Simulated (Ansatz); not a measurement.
The cell comes from COD entry 9008579, which wasn't checked; take it as a given geometry.

An input for Se and the output that it gave: DFT, PBE, all-electron LAPW, scalar-relativistic (Ansatz 0.2.0).

```yaml
crystal:
  lattice:
    - [4.3551696776, 0.0, 0.0]
    - [-2.1775848388, 3.7716875786, 0.0]
    - [0.0, 0.0, 4.94945]
  atoms:
    - { symbol: Se, position: [0.217, 0.0, 0.1666666667] }
    - { symbol: Se, position: [0.0, 0.217, 0.8333333333] }
    - { symbol: Se, position: [0.783, 0.783, 0.5] }
kpoints:
  mp_grid: { grid: [8, 8, 6] }
  band_path:
    path:
      - [0.0, 0.0, 0.0]
      - [0.5, 0.0, 0.0]
      - [0.3333333333, 0.3333333333, 0.0]
      - [0.0, 0.0, 0.0]
      - [0.0, 0.0, 0.5]
      - [0.5, 0.0, 0.5]
      - [0.3333333333, 0.3333333333, 0.5]
      - [0.0, 0.0, 0.5]
      - [0.5, 0.0, 0.5]
    npoints: 8
scf:
  occupations: { method: fermi_dirac, width: 0.02 }
hamiltonian:
  xc: pbe
  pseudopotentials: { kind: all_electron, lapw: { basis_error: 0.001 } }
output:
  forces: true
  stress: true
  eigenvalues: true
  fatbands: true
  populations: true
  dos: { projected: true, de: 0.2, e_range: [-14, 8] }
```

What the program printed:

```
Se: projections on atomic orbitals take those of the free atom 1s2 2s2 2p6 3s2 3p6 3d10 4s2 4p4, of charge +0.00 (hamiltonian.pseudopotentials.projection_atoms)
LAPW: plane waves up to 9.509 Å⁻¹, error target 1.0e-3 eV per atom; small_component_spin mean_spin; Se in spheres of 1.162 Å, 24 of its electrons in bands, Dirac shells []
Engine: ansatz 0.2.0
Pseudopotentials: kind: all_electron
Pseudopotential: Se, LAPW, valence charge 24, Koelling and Harmon's equation, gaussian nucleus
Functional definition: PBE
  parameter kappa = 0.804
  parameter beta = 0.06672455060314922
  exchange = pbe_x(kappa = kappa, mu = beta*pi^2/3)
  correlation = pbe_c(beta = beta)
Crystal: 3 atoms, lattice volume = 81.301 Å³
Basis set: ecut = 344.52307081601396 eV, 1179 PW (Γ), exchange–correlation at level 2
Bands: 44, of which v1, the nominal top of the filled ones, is band 36 counted from 1 (35 counted from 0)
Symmetry: 6 space group operations
Space group: P3221 (ITA 154), of the structure as read, at distance tolerance 4.3e-5 Å
k-points: 50 of 384 (time reversal used)
Non-local potential: Se, projectors of the file, none
Initial density: superposition of atomic densities (chi_scale 0.1, normalization cell)
Initial wavefunctions: plane waves of lowest kinetic energy (no species holds an atomic orbital)
Functional: x = pbe(κ = 0.804, μ = 0.2195149727645171), c = pbe(β = 0.06672455060314922)
iter 1 solved again at ethr=3.72e-4 eV; its pass at ethr=1.00e-1 eV (dr2=2.68e-1 eV) is discarded
SCF iter   1: F=—  HF=-198376.939264 eV  |F-HF|=—  |Δ(HF+E_count)|=         —  Δρ=2.16e-2  dr2=2.68e-1  ethr=3.72e-4  ⟨swp⟩=2.5  Hψ=13716  notcnv=0
preconditioner: auto → Resta (q_TF=auto, 2.674 Å⁻¹)  ε∞=3.0  [insulator: Δε(μ)=1.226 eV  Ē_g=12.455 eV  σ=0.020 eV  W_gap=1.00  n_scr=22 (ndim 8)  ℏωp=17.5 eV  f_vac=0.189  D(μ)=0.00/eV (n_scr^D=0)  ε∞_Penn≈3.0]
SCF iter   2: F=—  HF=-198376.880378 eV  |F-HF|=—  |Δ(HF+E_count)|=   5.89e-2  Δρ=1.21e-2  dr2=9.14e-2  ethr=3.72e-4  ⟨swp⟩=2.0  Hψ=6350  notcnv=0
iter 3 solved again at ethr=4.04e-6 eV; its pass at ethr=1.27e-4 eV (dr2=2.91e-3 eV) is discarded
SCF iter   3: F=—  HF=-198376.868498 eV  |F-HF|=—  |Δ(HF+E_count)|=   1.19e-2  Δρ=1.88e-3  dr2=2.90e-3  ethr=4.04e-6  ⟨swp⟩=2.0  Hψ=10800  notcnv=0
SCF iter   4: F=—  HF=-198376.872449 eV  |F-HF|=—  |Δ(HF+E_count)|=         —  Δρ=5.19e-4  dr2=3.12e-4  ethr=4.02e-6  ⟨swp⟩=2.1  Hψ=6214  notcnv=0
the basis was enlarged: its passes take 462.8 KiB over the memory plan, 1 of 1 planned eigensolver slots
SCF iter   5: F=—  HF=-198376.872435 eV  |F-HF|=—  |Δ(HF+E_count)|=   1.37e-5  Δρ=1.98e-4  dr2=3.98e-5  ethr=4.33e-7  ⟨swp⟩=3.0  Hψ=6265  notcnv=0
SCF iter   6: F=—  HF=-198376.872483 eV  |F-HF|=—  |Δ(HF+E_count)|=   4.75e-5  Δρ=7.41e-5  dr2=6.14e-6  ethr=5.52e-8  ⟨swp⟩=3.0  Hψ=6368  notcnv=0
SCF iter   7: F=—  HF=-198376.872486 eV  |F-HF|=—  |Δ(HF+E_count)|=   3.45e-6  Δρ=4.25e-5  dr2=1.78e-6  ethr=8.52e-9  ⟨swp⟩=3.0  Hψ=6239  notcnv=0
SCF iter   8: F=—  HF=-198376.872491 eV  |F-HF|=—  |Δ(HF+E_count)|=   4.84e-6  Δρ=9.76e-6  dr2=1.02e-7  ethr=2.47e-9  ⟨swp⟩=3.0  Hψ=6391  notcnv=0
SCF iter   9: F=-198376.872491 eV  HF=-198376.872491 eV  |F-HF|=5.82e-9  |Δ(HF+E_count)|=   2.82e-7  Δρ=2.07e-6  dr2=3.68e-9  ethr=1.41e-10  ⟨swp⟩=3.0  Hψ=6394  notcnv=0
SCF 1 converged in 9 iterations: F = -198376.872491 eV  dr2 = 3.68e-9
NSCF: frozen V_eff on 65 k-points
SCF converged after 9 iterations
Free energy (F): -198376.872491 eV
Harris-Foulkes:  -198376.872491 eV  (|F-HF|=5.82e-9)
Internal energy: -198376.872491 eV  (E = F + TS)
E sigma→0 (E₀):  -198376.872491 eV
Fermi energy:    8.083317 eV
--- Per-component energies (eV) ---
  E_band       = -4930.910316
  E_kinetic    = 203086.264348
  E_xc         = -7186.342330
  E_electrostatic = -394276.794509  (all electrons and nuclei)
  E_smearing   = -0.000000  (= −TS)
  E_closure    = 0.000000  (closes the sum)
  E_atoms      = -198366.516022  (free atoms, spherical and without spin; not in F)
  Σ components = -198376.872491   (vs F -198376.872491, Δ=0.00e0)
  Basis errors (estimates in eV, not in F): energy 5.2e-4 per atom: plane waves 4.8e-4 (2.8e-4 summed), levels above the bands 3.7e-182, relativity 4.2e-8, radial functions 4.5e-5, core shells 1.3e-9; eigenvalues (radial functions only) 6.7e-7; not estimated: angular momenta, meshes, grids; target (lapw.basis_error) 1.0e-3; muffin-tin radii Se 1.162 Å
--- Forces (eV/Å), atoms counted from 1 ---
  atom   1  Se     1.13706700    -0.00000000    -0.00000000
  atom   2  Se    -0.56853350     0.98472891     0.00000000
  atom   3  Se    -0.56853350    -0.98472891     0.00000000
  max |Σ_I F_I| component: 2.22e-16 eV/Å
--- Stress (GPa, compression-positive) ---
        4.601986       0.000000      -0.000000
       -0.000000       4.601986      -0.000000
       -0.000000      -0.000000       7.347968
  P = ⅓ Tr σ = 5.5173 GPa (55.173 kbar)
--- Band table (eV; the first three rows and the last of 50) ---
  k-point 0: bands = ["-200.9149", "-200.9144", "-200.9144", "-140.4950", "-140.4950", "-140.4913", "-140.4293", "-140.4271", "-140.4271", "-140.2215", "-140.2215", "-140.2214", "-40.7682", "-40.7682", "-40.7224", "-40.7116", "-40.7116", "-40.6556", "-40.5591", "-40.5523", "-40.5523", "-40.5049", "-40.5049", "-40.5007", "-40.4857", "-40.4537", "-40.4537", "-8.6151", "-4.3122", "-4.3122", "3.5290", "3.5290", "3.7371", "5.3398", "5.3398", "7.1157", "9.5888", "9.5888", "9.9694", "13.5445", "13.9348", "13.9348", "15.9166", "16.2757"]
  k-point 1: bands = ["-200.9148", "-200.9145", "-200.9143", "-140.4956", "-140.4942", "-140.4915", "-140.4292", "-140.4276", "-140.4268", "-140.2215", "-140.2215", "-140.2214", "-40.7792", "-40.7551", "-40.7233", "-40.7168", "-40.7044", "-40.6595", "-40.5590", "-40.5548", "-40.5499", "-40.5063", "-40.5035", "-40.5008", "-40.4836", "-40.4583", "-40.4505", "-8.4793", "-5.4780", "-3.1600", "3.0927", "3.7805", "3.8020", "5.4326", "5.5724", "6.8924", "9.3258", "9.3839", "9.7172", "14.1935", "14.1978", "14.4901", "15.0548", "15.6547"]
  k-point 2: bands = ["-200.9148", "-200.9146", "-200.9142", "-140.4960", "-140.4934", "-140.4919", "-140.4289", "-140.4281", "-140.4265", "-140.2215", "-140.2215", "-140.2214", "-40.7864", "-40.7424", "-40.7265", "-40.7199", "-40.6948", "-40.6696", "-40.5586", "-40.5567", "-40.5480", "-40.5074", "-40.5024", "-40.5011", "-40.4783", "-40.4644", "-40.4487", "-8.0763", "-6.5390", "-2.2196", "2.5685", "3.9477", "3.9519", "5.6673", "6.0376", "6.4010", "8.9759", "9.0029", "9.2696", "13.9667", "14.6738", "15.3286", "15.5758", "15.7806"]
  k-point 49: bands = ["-200.9147", "-200.9147", "-200.9142", "-140.4961", "-140.4926", "-140.4926", "-140.4285", "-140.4285", "-140.4265", "-140.2215", "-140.2215", "-140.2215", "-40.7889", "-40.7323", "-40.7323", "-40.7209", "-40.6826", "-40.6826", "-40.5580", "-40.5579", "-40.5472", "-40.5082", "-40.5014", "-40.5014", "-40.4722", "-40.4721", "-40.4467", "-7.0689", "-7.0226", "-2.9251", "1.5171", "2.5429", "2.6052", "6.3196", "6.9208", "7.4529", "8.6519", "10.4238", "10.5568", "13.9583", "15.2636", "16.1030", "16.3552", "17.7641"]
--- Löwdin populations: 3 sites ---
  site symbol       q [e]
     0     Se     33.9429
     1     Se     33.9429
     2     Se     33.9429
  spilling = 0.001680 (of n_electrons = 102.000000)
```
